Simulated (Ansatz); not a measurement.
# ZrN (ZrN (100), 2 layers): how the settings move a single-point run

Question: which choices in the input matter for ZrN (ZrN (100), 2 layers)?

Computed with Ansatz 0.2.0 (reference: DFT, PBE, PAW with Ansatz's default frozen-core files, scalar-relativistic, unless a step's input says otherwise).

## (1) The structure to begin with

Symmetry: P4/nmm, No. 129, tetragonal system. The conventional cell has a = 3.249 Å, b = 3.249 Å, c = 18.297 Å, α = 90.00°, β = 90.00°, γ = 90.00°. Zr (site symmetry 4mm) has 5 N at 2.23 to 2.30 Å as nearest neighbours. N (site symmetry 4mm) is surrounded by 5 Zr at 2.23 to 2.30 Å.

As a file:

```cif
data_structure
_symmetry_space_group_name_H-M 'P4/nmm:1'
_symmetry_Int_Tables_number 129
_cell_length_a 3.2490
_cell_length_b 3.2490
_cell_length_c 18.2974
_cell_angle_alpha 90.000
_cell_angle_beta 90.000
_cell_angle_gamma 90.000
_cell_volume 193.14
loop_
_atom_site_label
_atom_site_type_symbol
_atom_site_symmetry_multiplicity
_atom_site_Wyckoff_symbol
_atom_site_fract_x
_atom_site_fract_y
_atom_site_fract_z
_atom_site_occupancy
Zr1 Zr 2 c 0.00000 0.50000 0.44179 1
N1 N 2 c 0.50000 0.00000 0.43651 1
```

## (2) Reference

The input, input.yaml:

```yaml
crystal:
  lattice:
    - [3.2489502562, 0.0, 0.0]
    - [0.0, 3.2489502562, 0.0]
    - [0.0, 0.0, 18.2974]
  atoms:
    - { symbol: Zr, position: [0.0, 0.0, 0.4417936646] }
    - { symbol: "N", position: [0.5, 0.5, 0.4365075613] }
    - { symbol: Zr, position: [0.5, 0.5, 0.5582063363] }
    - { symbol: "N", position: [0.0, 0.0, 0.5634924378] }
kpoints:
  mp_grid: { grid: [10, 10, 1] }
scf:
  occupations: { method: fermi_dirac, width: 0.05 }
hamiltonian:
  xc: pbe
  pseudopotentials: { kind: paw }
output:
  forces: true
  stress: true
  eigenvalues: true
efield:
  axis: 3
  amplitude: 0.5
  dipole_correction: true
```

On the command line:

```sh
> ansatz run input.yaml --threads 1 --pin off --max-ram 3584MiB --backend cpu --events-out ev --progress --plain --runs-dir out
```

## (3) Changed: occupations.method methfessel_paxton, occupations.width 0.025

Edit input.yaml of step 2 so:

```diff
@@ -13,3 +13,3 @@
 scf:
-  occupations: { method: fermi_dirac, width: 0.05 }
+  occupations: { method: methfessel_paxton, width: 0.025 }
 hamiltonian:
@@ -21,2 +21,6 @@
   eigenvalues: true
+  write_density: true
+  write_potential: true
+  elf: true
+  volumetric_format: npy
 efield:
```

Before running it: what results should come out? Wanted: for each run, ending; energy change; gap; force.

As calculated:

| run | ending | energy change | gap (eV) | force (eV/Å) | cycles | time |
| --- | --- | --- | --- | --- | --- | --- |
| reference | converged | 0 | 0.00 | 0.04 | 14 | 17 s |
| 1: occupations.method methfessel_paxton, occupations.width 0.025 | converged | -0.2 meV/atom (σ→0) | 0.00 | 0.04 | 18 | 16 s |

Times don't compare one to one where runs were asked for different outputs or read a saved state (see the inputs); cycles may leave out searches for a lower state.

Residual by cycle in the longest SCF loop of each run; runs are numbered as in the table. The quantity is the density residual dr2, in eV.

```
cycle  reference    run 1
    1       24.6     24.6
    3       2.95     3.56
    4       0.42    0.524
    6       0.16   0.0277
    7     0.0267   0.0215
    9     0.0108  0.00112
   10     7.4e-4   0.0015
   12     3.1e-6   1.5e-4
   13     4.6e-6   3.9e-5
   15          -   1.3e-6
   16          -   4.0e-7
   18          -   4.5e-8
```

What this shows: Changing the smearing hardly moves the energy: -0.2 meV/atom.
